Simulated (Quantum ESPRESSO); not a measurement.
# Ru (P6_3/mmc) in Quantum ESPRESSO: a series of runs

Runs on Ru. Level: LDA. Tasks: single point, equation of state.

All numbers are computed with Quantum ESPRESSO 7.5; they aren't measurements. Logs are shortened: lines on timing, memory, paths and dates and some standing lists are left out, and cuts for length are marked.

## 1. The structure

The structure is hexagonal, space group P6_3/mmc (No. 194). Conventional cell: a = 2.706 Å, b = 2.706 Å, c = 4.282 Å, α = 90.00°, β = 90.00°, γ = 120.00°. Around Ru (site symmetry -6m2) lie 12 Ru at 2.65 to 2.71 Å.

## 2. Single point, LDA, spin-orbit coupling, no magnetisation, 12.76 Å³/atom

Input file pw.in:

```
&CONTROL
  calculation = 'scf'
  prefix = 'pwscf'
  outdir = './tmp'
  pseudo_dir = './pseudo'
  tprnfor = .true.
  tstress = .true.
  disk_io = 'nowf'
/
&SYSTEM
  ibrav = 0
  nat = 2
  ntyp = 1
  ecutwfc = 84
  nbnd = 48
  input_dft = 'pz'
  occupations = 'smearing'
  smearing = 'fd'
  degauss = 0.00367493
  noncolin = .true.
  lspinorb = .true.
/
&ELECTRONS
  conv_thr = 4d-10
  electron_maxstep = 120
  mixing_beta = 0.5
/
ATOMIC_SPECIES
Ru   101.0700 Ru.upf
CELL_PARAMETERS angstrom
   2.6505640930    0.0000000000    0.0000000000
  -1.3252820465    2.2954558389    0.0000000000
   0.0000000000    0.0000000000    4.1944897589
ATOMIC_POSITIONS crystal
Ru     0.6666666667    0.3333333333    0.7500000000
Ru     0.3333333333    0.6666666667    0.2500000000
K_POINTS automatic
9 9 5 0 0 0
```

Potentials or basis: PseudoDojo 0.4 FR PBE standard.

Started as:

```bash
$ OMP_NUM_THREADS=1 pw.x -in pw.in > pw.out
```

pw.out:

```text
This program is part of the open-source Quantum ESPRESSO suite
     for quantum simulation of materials; please cite
         "P. Giannozzi et al., J. Phys.:Condens. Matter 21 395502 (2009);
         "P. Giannozzi et al., J. Phys.:Condens. Matter 29 465901 (2017);
         "P. Giannozzi et al., J. Chem. Phys. 152 154105 (2020);
     in publications or presentations arising from this work. More details at

     IMPORTANT: XC functional enforced from input :
     Exchange-correlation= PZ
                           (   1   1   0   0   0   0   0)
     Any further DFT definition will be discarded
     Please, verify this is what you really want

     Message from routine setup:
     using ibrav=0 with symmetry is DISCOURAGED, use correct ibrav instead

     G-vector sticks info
     --------------------
     sticks:   dense  smooth     PW     G-vecs:    dense   smooth      PW
     Sum         583     583    169                18005    18005    2917

     Using Slab Decomposition

     bravais-lattice index     =            0
     lattice parameter (alat)  =       5.0088  a.u.
     unit-cell volume          =     172.2198 (a.u.)^3
     number of atoms/cell      =            2
     number of atomic types    =            1
     number of electrons       =        32.00
     number of Kohn-Sham states=           48
     kinetic-energy cutoff     =      84.0000  Ry
     charge density cutoff     =     336.0000  Ry
     scf convergence threshold =      4.0E-10
     mixing beta               =       0.5000
     number of iterations used =            8  plain     mixing
     Exchange-correlation= PZ
                           (   1   1   0   0   0   0   0)
     Non magnetic calculation with spin-orbit

     celldm(1)=   5.008840  celldm(2)=   0.000000  celldm(3)=   0.000000
     celldm(4)=   0.000000  celldm(5)=   0.000000  celldm(6)=   0.000000

     crystal axes: (cart. coord. in units of alat)
               a(1) = (   1.000000   0.000000   0.000000 )
               a(2) = (  -0.500000   0.866025   0.000000 )
               a(3) = (   0.000000   0.000000   1.582489 )

     reciprocal axes: (cart. coord. in units 2 pi/alat)
               b(1) = (  1.000000  0.577350 -0.000000 )
               b(2) = (  0.000000  1.154701  0.000000 )
               b(3) = (  0.000000 -0.000000  0.631916 )

     PseudoPot. # 1 for Ru read from file:
     Ru.upf
     Pseudo is Norm-conserving + core correction, Zval = 16.0
     Generated using ONCVPSP code by D. R. Hamann
     Using radial grid of 1584 points, 10 beta functions with:
                l(1) =   0
                l(2) =   0
                l(3) =   1
                l(4) =   1
                l(5) =   1
                l(6) =   1
                l(7) =   2
                l(8) =   2
                l(9) =   2
               l(10) =   2

     atomic species   valence    mass     pseudopotential
     Ru               16.00   101.07000     Ru( 1.00)

     24 Sym. Ops., with inversion, found (12 have fractional translation)

   Cartesian axes

     site n.     atom                  positions (alat units)
         1        Ru     tau(   1) = (   0.5000000   0.2886751   1.1868671  )
         2        Ru     tau(   2) = (  -0.0000000   0.5773503   0.3956224  )

     number of k points=    36  Fermi-Dirac smearing, width (Ry)=  0.0037
                       cart. coord. in units 2pi/alat
        k(    1) = (   0.0000000   0.0000000   0.0000000), wk =   0.0024691
        k(    2) = (   0.0000000   0.0000000   0.1263831), wk =   0.0049383
        k(    3) = (   0.0000000   0.0000000   0.2527663), wk =   0.0049383
        k(    4) = (   0.0000000   0.1283001   0.0000000), wk =   0.0148148
        k(    5) = (   0.0000000   0.1283001   0.1263831), wk =   0.0296296
        k(    6) = (   0.0000000   0.1283001   0.2527663), wk =   0.0296296
[... 28 lines left out ...]
        k(   35) = (   0.3333333   0.5773503   0.1263831), wk =   0.0098765
        k(   36) = (   0.3333333   0.5773503   0.2527663), wk =   0.0098765

     Dense  grid:    18005 G-vectors     FFT dimensions: (  30,  30,  48)

     Initial potential from superposition of free atoms

     starting charge      31.9984, renormalised to      32.0000
     Starting wfcs are   40 randomized atomic wfcs +    8 random wfcs

     Self-consistent Calculation

     iteration #  1     ecut=    84.00 Ry     beta= 0.50
     Davidson diagonalization with overlap
     ethr =  1.00E-02,  avg # of iterations =  4.8

     Threshold (ethr) on eigenvalues was too large:
     Diagonalizing with lowered threshold

     Davidson diagonalization with overlap
     ethr =  9.98E-04,  avg # of iterations =  1.0

     total energy              =    -403.64394761 Ry
     estimated scf accuracy    <       0.32714791 Ry

     iteration #  2     ecut=    84.00 Ry     beta= 0.50
     Davidson diagonalization with overlap
     ethr =  1.02E-03,  avg # of iterations =  2.0

     total energy              =    -403.71648531 Ry
     estimated scf accuracy    <       0.00603852 Ry

     iteration #  3     ecut=    84.00 Ry     beta= 0.50
     Davidson diagonalization with overlap
     ethr =  1.89E-05,  avg # of iterations =  4.2

     total energy              =    -403.71673966 Ry
     estimated scf accuracy    <       0.00094482 Ry

     iteration #  4     ecut=    84.00 Ry     beta= 0.50
     Davidson diagonalization with overlap
     ethr =  2.95E-06,  avg # of iterations =  3.2

     total energy              =    -403.71681834 Ry
     estimated scf accuracy    <       0.00004378 Ry

     iteration #  5     ecut=    84.00 Ry     beta= 0.50
     Davidson diagonalization with overlap
     ethr =  1.37E-07,  avg # of iterations =  2.0

     total energy              =    -403.71682840 Ry
     estimated scf accuracy    <       0.00000064 Ry

     iteration #  6     ecut=    84.00 Ry     beta= 0.50
     Davidson diagonalization with overlap
     ethr =  2.00E-09,  avg # of iterations =  2.0

     total energy              =    -403.71682839 Ry
     estimated scf accuracy    <       0.00000016 Ry

     iteration #  7     ecut=    84.00 Ry     beta= 0.50
     Davidson diagonalization with overlap
     ethr =  5.12E-10,  avg # of iterations =  2.0

     total energy              =    -403.71682844 Ry
     estimated scf accuracy    <          9.6E-09 Ry

     iteration #  8     ecut=    84.00 Ry     beta= 0.50
     Davidson diagonalization with overlap
     ethr =  3.01E-11,  avg # of iterations =  2.0

     End of self-consistent calculation

          k = 0.0000 0.0000 0.0000 (  2249 PWs)   bands (ev):

   -47.7729 -47.7729 -47.5041 -47.5041 -20.0611 -20.0611 -19.4416 -19.4416
   -16.9340 -16.9340 -16.2001 -16.2001 -15.9772 -15.9772 -15.9268 -15.9268
    16.9012  16.9012  18.5534  18.5534  22.3035  22.3035  22.5598  22.5598
    22.6213  22.6213  23.0381  23.0381  23.3311  23.3311  23.7539  23.7539
    23.8968  23.8968  26.5708  26.5708  26.6922  26.6922  26.7492  26.7492
    36.3933  36.3933  40.3839  40.3839  43.0078  43.0078  43.7921  43.7921

          k = 0.0000 0.0000 0.1264 (  2255 PWs)   bands (ev):

   -47.7477 -47.7477 -47.5302 -47.5302 -19.9951 -19.9951 -19.4941 -19.4941
   -16.8515 -16.8515 -16.1790 -16.1790 -16.0373 -16.0373 -15.9987 -15.9987
    17.3667  17.3667  18.7158  18.7158  22.1244  22.1244  22.2911  22.2911
    22.4433  22.4433  22.7976  22.7976  23.0473  23.0473  24.3605  24.3605
    24.4493  24.4493  25.3360  25.3360  26.5988  26.5988  26.7381  26.7381
    38.1890  38.1890  39.7324  39.7324  42.6203  42.6203  44.5794  44.5794

          k = 0.0000 0.0000 0.2528 (  2243 PWs)   bands (ev):

   -47.6813 -47.6813 -47.5982 -47.5982 -19.8292 -19.8292 -19.6379 -19.6379
   -16.6224 -16.6224 -16.3118 -16.3118 -16.1237 -16.1237 -16.0548 -16.0548
    18.4489  18.4489  18.9684  18.9684  22.0598  22.0598  22.1047  22.1047
    22.2768  22.2768  22.3373  22.3373  22.5347  22.5347  23.1149  23.1149
    25.4349  25.4349  25.5069  25.5069  26.2984  26.2984  26.3907  26.3907
    39.6294  39.6294  40.4485  40.4485  42.3254  42.3254  45.3226  45.3227

          k = 0.0000 0.1283 0.0000 (  2261 PWs)   bands (ev):

   -47.7497 -47.7497 -47.4950 -47.4950 -20.0653 -20.0653 -19.4933 -19.4933
   -16.9385 -16.9385 -16.2684 -16.2684 -16.0666 -16.0666 -15.9582 -15.9582
    17.3792  17.3792  18.9135  18.9135  21.7731  21.7731  22.8207  22.8207
    22.9212  22.9212  23.0964  23.0964  23.3534  23.3534  23.5117  23.5117
    23.6389  23.6389  24.6065  24.6065  26.8438  26.8438  29.4959  29.4959
    36.3153  36.3153  41.2127  41.2127  43.5402  43.5402  44.4598  44.4598

          k = 0.0000 0.1283 0.1264 (  2249 PWs)   bands (ev):

   -47.7258 -47.7258 -47.5198 -47.5198 -20.0057 -20.0057 -19.5430 -19.5430
   -16.8605 -16.8605 -16.2459 -16.2459 -16.1346 -16.1346 -16.0126 -16.0126
    17.8128  17.8128  19.1009  19.1009  21.8028  21.8028  22.3811  22.3811
    22.4430  22.4430  22.5821  22.5821  23.2697  23.2697  23.9855  23.9855
    24.2526  24.2526  24.6038  24.6038  26.7824  26.7824  28.4023  28.4023
    38.1598  38.1598  40.5791  40.5791  43.1785  43.1785  44.6964  44.6964
[... 246 lines left out ...]
   -47.4991 -47.4991 -47.4802 -47.4802 -20.0764 -20.0764 -20.0380 -20.0380
   -17.0203 -17.0203 -16.7948 -16.7948 -16.5050 -16.5050 -16.2928 -16.2928
    19.4330  19.4330  19.9545  19.9545  20.6874  20.6874  21.3097  21.3097
    21.9806  21.9806  22.9681  22.9681  24.0352  24.0352  24.5574  24.5574
    26.6215  26.6215  27.2511  27.2511  31.5706  31.5706  32.5651  32.5651
    36.9631  36.9631  38.0834  38.0834  38.4783  38.4783  40.3126  40.3126

          k = 0.3333 0.5774 0.0000 (  2235 PWs)   bands (ev):

   -47.4816 -47.4816 -47.4816 -47.4816 -20.0516 -20.0516 -20.0472 -20.0472
   -16.8462 -16.8462 -16.7920 -16.7920 -16.6080 -16.6080 -16.5280 -16.5280
    19.1551  19.1551  20.6257  20.6257  20.6620  20.6620  21.2053  21.2053
    22.1569  22.1569  22.2647  22.2647  24.1387  24.1387  26.3914  26.3914
    26.5322  26.5322  26.9586  26.9586  32.8219  32.8219  32.9526  32.9526
    33.0353  33.0353  40.0486  40.0486  41.6271  41.6567  41.6568  41.9489

          k = 0.3333 0.5774 0.1264 (  2229 PWs)   bands (ev):

   -47.4815 -47.4815 -47.4815 -47.4815 -20.0616 -20.0616 -20.0533 -20.0533
   -16.9600 -16.9600 -16.7721 -16.7721 -16.5882 -16.5882 -16.4287 -16.4287
    19.5018  19.5018  20.4416  20.4416  20.4957  20.4957  21.2354  21.2354
    22.2466  22.2466  22.2814  22.2814  24.0128  24.0128  25.9385  25.9385
    26.5423  26.5423  26.6082  26.6082  33.2797  33.2797  33.3720  33.3720
    33.9219  33.9219  39.0263  39.0263  39.4865  39.4865  39.6425  39.6425

          k = 0.3333 0.5774 0.2528 (  2247 PWs)   bands (ev):

   -47.4814 -47.4814 -47.4814 -47.4814 -20.0846 -20.0846 -20.0562 -20.0562
   -17.0588 -17.0588 -16.7821 -16.7821 -16.5564 -16.5564 -16.3108 -16.3108
    20.1762  20.1762  20.2387  20.2387  20.3727  20.3727  21.1084  21.1084
    22.3295  22.3295  22.3826  22.3826  23.8536  23.8536  24.4380  24.4380
    26.6772  26.6772  26.7095  26.7095  34.0768  34.0768  34.2065  34.2065
    35.8609  35.8609  37.5795  37.5795  37.7638  37.7638  37.8685  37.8685

     the Fermi energy is    25.4520 ev

!    total energy              =    -403.71682844 Ry
     estimated scf accuracy    <          4.3E-11 Ry
     smearing contrib. (-TS)   =      -0.00086816 Ry
     internal energy E=F+TS    =    -403.71596028 Ry

     The total energy is F=E-TS. E is the sum of the following terms:
     one-electron contribution =     -54.45025485 Ry
     hartree contribution      =      53.36453004 Ry
     xc contribution           =     -67.81085618 Ry
     ewald contribution        =    -334.81937929 Ry

     convergence has been achieved in   8 iterations

     Forces acting on atoms (cartesian axes, Ry/au):

     atom    1 type  1   force =     0.00000000    0.00000000    0.00000000
     atom    2 type  1   force =    -0.00000000   -0.00000000    0.00000000

     Total force =     0.000000     Total SCF correction =     0.000000

     Computing stress (Cartesian axis) and pressure

          total   stress  (Ry/bohr**3)                   (kbar)     P=      124.00
   0.00082493  -0.00000000  -0.00000000          121.35       -0.00       -0.00
  -0.00000000   0.00082493  -0.00000000           -0.00      121.35       -0.00
  -0.00000000  -0.00000000   0.00087884           -0.00       -0.00      129.28

=------------------------------------------------------------------------------=
   JOB DONE.
=------------------------------------------------------------------------------=
```

Wall time 81 s (1 thread of Intel Xeon at 2.60GHz (Ice Lake), shared host); peak memory 0.19 GiB.

Results:

```
Free energy            : -5492.8473 eV
Pressure               : 12.4 GPa
Band gap on the k mesh : none (metal or under the smearing width)
```

Caveat: the potentials were made for another functional, which shifts forces and pressure.

## 3. Single point, LDA, spin-orbit coupling, no magnetisation, 13.03 Å³/atom

Edit pw.in of step 2 so:

```diff
@@ -30,5 +30,5 @@
 CELL_PARAMETERS angstrom
-   2.6505640930    0.0000000000    0.0000000000
-  -1.3252820465    2.2954558389    0.0000000000
-   0.0000000000    0.0000000000    4.1944897589
+   2.6692306523    0.0000000000    0.0000000000
+  -1.3346153261    2.3116215535    0.0000000000
+   0.0000000000    0.0000000000    4.2240293924
 ATOMIC_POSITIONS crystal
```

Potentials or basis: PseudoDojo 0.4 FR PBE standard.

Started as:

```bash
$ OMP_NUM_THREADS=1 pw.x -in pw.in > pw.out
```

Run time: 74 s. Hardware: 1 thread of Intel Xeon at 2.60GHz (Ice Lake), shared host; peak memory 0.2 GiB.

Results (log left out):

```
Free energy            : -5492.8750 eV
Pressure               : 3.9 GPa
Band gap on the k mesh : none (metal or under the smearing width)
```

Caveat: the potentials were made for another functional, which shifts forces and pressure.

## 4. Single point, LDA, spin-orbit coupling, no magnetisation, 13.30 Å³/atom

Edit pw.in of step 3 so:

```diff
@@ -30,5 +30,5 @@
 CELL_PARAMETERS angstrom
-   2.6692306523    0.0000000000    0.0000000000
-  -1.3346153261    2.3116215535    0.0000000000
-   0.0000000000    0.0000000000    4.2240293924
+   2.6876397213    0.0000000000    0.0000000000
+  -1.3438198606    2.3275642749    0.0000000000
+   0.0000000000    0.0000000000    4.2531615502
 ATOMIC_POSITIONS crystal
```

Started as:

```bash
$ OMP_NUM_THREADS=1 pw.x -in pw.in > pw.out
```

Run time: 75 s. Hardware: 1 thread of Intel Xeon at 2.60GHz (Ice Lake), shared host; peak memory 0.2 GiB.

It converged, with:

* Free energy: -5492.8756 eV
* Pressure: -3.7 GPa
* Band gap on the k mesh: none (metal or under the smearing width)

Caveat: the potentials were made for another functional, which shifts forces and pressure.

## 5. Single point, LDA, spin-orbit coupling, no magnetisation, 13.57 Å³/atom

Edit pw.in of step 4 so:

```diff
@@ -30,5 +30,5 @@
 CELL_PARAMETERS angstrom
-   2.6876397213    0.0000000000    0.0000000000
-  -1.3438198606    2.3275642749    0.0000000000
-   0.0000000000    0.0000000000    4.2531615502
+   2.7058000000    0.0000000000    0.0000000000
+  -1.3529000000    2.3432915376    0.0000000000
+   0.0000000000    0.0000000000    4.2819000000
 ATOMIC_POSITIONS crystal
```

Started as:

```bash
$ OMP_NUM_THREADS=1 pw.x -in pw.in > pw.out
```

Wall time 77 s (1 thread of Intel Xeon at 2.60GHz (Ice Lake), shared host); peak memory 0.2 GiB.

It converged, with:

| Item | Value |
| --- | --- |
| Free energy | -5492.8521 eV |
| Pressure | -10.4 GPa |
| Band gap on the k mesh | none (metal or under the smearing width) |

Caveat: the potentials were made for another functional, which shifts forces and pressure.

## 6. Single point, LDA, spin-orbit coupling, no magnetisation, 13.85 Å³/atom

Edit pw.in of step 5 so:

```diff
@@ -30,5 +30,5 @@
 CELL_PARAMETERS angstrom
-   2.7058000000    0.0000000000    0.0000000000
-  -1.3529000000    2.3432915376    0.0000000000
-   0.0000000000    0.0000000000    4.2819000000
+   2.7237197275    0.0000000000    0.0000000000
+  -1.3618598638    2.3588104769    0.0000000000
+   0.0000000000    0.0000000000    4.3102577801
 ATOMIC_POSITIONS crystal
```

Potentials or basis: PseudoDojo 0.4 FR PBE standard.

Started as:

```bash
$ OMP_NUM_THREADS=1 pw.x -in pw.in > pw.out
```

It took 71 s on 1 thread of Intel Xeon at 2.60GHz (Ice Lake), shared host; peak memory 0.21 GiB.

It converged, with:

```
Free energy            : -5492.8071 eV
Pressure               : -16.3 GPa
Band gap on the k mesh : none (metal or under the smearing width)
```

Caveat: the potentials were made for another functional, which shifts forces and pressure.

## 7. Single point, LDA, spin-orbit coupling, no magnetisation, 14.12 Å³/atom

Edit pw.in of step 6 so:

```diff
@@ -30,5 +30,5 @@
 CELL_PARAMETERS angstrom
-   2.7237197275    0.0000000000    0.0000000000
-  -1.3618598638    2.3588104769    0.0000000000
-   0.0000000000    0.0000000000    4.3102577801
+   2.7414067149    0.0000000000    0.0000000000
+  -1.3707033574    2.3741278572    0.0000000000
+   0.0000000000    0.0000000000    4.3382472512
 ATOMIC_POSITIONS crystal
```

Started as:

```bash
$ OMP_NUM_THREADS=1 pw.x -in pw.in > pw.out
```

It took 71 s on 1 thread of Intel Xeon at 2.60GHz (Ice Lake), shared host; peak memory 0.21 GiB.

It converged, with:

```
Free energy            : -5492.7433 eV
Pressure               : -21.5 GPa
Band gap on the k mesh : none (metal or under the smearing width)
```

Caveat: the potentials were made for another functional, which shifts forces and pressure.

## 8. Single point, LDA, spin-orbit coupling, no magnetisation, 14.39 Å³/atom

Edit pw.in of step 7 so:

```diff
@@ -30,5 +30,5 @@
 CELL_PARAMETERS angstrom
-   2.7414067149    0.0000000000    0.0000000000
-  -1.3707033574    2.3741278572    0.0000000000
-   0.0000000000    0.0000000000    4.3382472512
+   2.7588683749    0.0000000000    0.0000000000
+  -1.3794341875    2.3892500984    0.0000000000
+   0.0000000000    0.0000000000    4.3658801443
 ATOMIC_POSITIONS crystal
```

Started as:

```bash
$ OMP_NUM_THREADS=1 pw.x -in pw.in > pw.out
```

Run time: 72 s. Hardware: 1 thread of Intel Xeon at 2.60GHz (Ice Lake), shared host; peak memory 0.21 GiB.

It converged, with:

- Free energy: -5492.6625 eV
- Pressure: -26.2 GPa
- Band gap on the k mesh: none (metal or under the smearing width)

Caveat: the potentials were made for another functional, which shifts forces and pressure.

## 9. Equation of state, LDA, spin-orbit coupling, no magnetisation

Potentials or basis: PseudoDojo 0.4 FR PBE standard.

No new run: the results of the series are fitted here.

Results:

```
Equilibrium volume                        : 13.17 Å³/atom
Bulk modulus at fixed shape and positions : 365 GPa
Pressure derivative of the bulk modulus   : 4.8
```

Energy against volume, from the lowest point:
```
volume (Å³/atom)  energy (meV/atom)
          12.760              14.18
          13.032               0.30
          13.303               0.00
          13.575              11.78
          13.846              34.25
          14.118              66.18
          14.389             106.57
```

Caveat: the potentials were made for another functional, which shifts forces and pressure; the cell was scaled at fixed shape and fractional positions, which overstates the stiffness of a crystal with free parameters, most of all of layers and chains.
